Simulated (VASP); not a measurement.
MgS: Born charges and dielectric tensor with LDA

MgS:

```xyz
4
Lattice="4.0346 0.0000 0.0000 -2.0173 3.4941 0.0000 0.0000 0.0000 6.4323" Properties=species:S:1:pos:R:3 pbc="T T T"
S     2.0173    1.1647    5.6556
S     0.0000    2.3294    2.4394
Mg    0.0000    2.3294    6.4050
Mg    2.0173    1.1647    3.1888
```

The cell comes from a database or a generator and needn't be the stable form of this composition.

| Property | Result |
| --- | --- |
| Program | VASP 6.6.1 |
| Task | Born charges and dielectric tensor |
| Functional | LDA |
| Potentials or basis | VASP PAW LDA potentials, release 64 (S, Mg) |
| Cutoff | 520 eV |
| k mesh | 8 × 8 × 4 |
| Occupations | gaussian, width 0.02 eV |
| Spin | no spin polarisation |
| Ladder | free |
| Further INCAR settings | ALGO = Normal; EDIFF = 1e-08; IBRION = 8 |

```json
{"Band gap on the k mesh": "3.16 eV, direct", "Electronic dielectric tensor (diagonal)": "4.12, 4.12, 4.24", "Born charges (mean of the diagonal)": "S -1.91; Mg +1.91 e", "Highest phonon frequency at Γ, LO-TO splitting left out": "332 cm⁻¹"}
```

Levels at points of the mesh, in eV from the valence-band top:
```tsv
k point	band 5	band 6	band 7	band 8	band 9	band 10	band 11	band 12
(0.00, 0.00, 0.00)	-0.59	-0.16	-0.16	0.00	3.16	4.43	7.28	7.28
(0.50, 0.00, 0.00)	-1.93	-1.28	-0.97	-0.48	4.48	4.99	5.57	7.32
(0.00, 0.00, 0.50)	-0.38	-0.38	-0.38	-0.38	4.66	4.66	7.39	7.39
(0.50, 0.00, 0.50)	-0.92	-0.92	-0.83	-0.83	4.40	4.40	6.08	6.08
```

Phonon frequencies in cm⁻¹ (negative: imaginary):
```csv
q point,frequencies
"(0.000, 0.000, 0.000)",0 0 0 91 91 260 302 310 326 326 332 332
```

Electronic dielectric tensor:
```
4.12 0.00 0.00
0.00 4.12 0.00
0.00 0.00 4.24
```

Born effective charge tensors (e):
atom 1, S
```
-1.88  0.00  0.00
 0.00 -1.88  0.00
 0.00  0.00 -1.96
```
atom 2, S
```
-1.88  0.00  0.00
 0.00 -1.88  0.00
 0.00  0.00 -1.96
```
atom 3, Mg
```
1.88 0.00 0.00
0.00 1.88 0.00
0.00 0.00 1.96
```
atom 4, Mg
```
1.88 0.00 0.00
0.00 1.88 0.00
0.00 0.00 1.96
```

Run time: 4 min on 4 MPI ranks on Intel(R) Xeon(R) Platinum 8259CL CPU @ 2.50GHz (Skylake/Cascade Lake), with other jobs on the host, peak memory 0.49 GiB a rank.
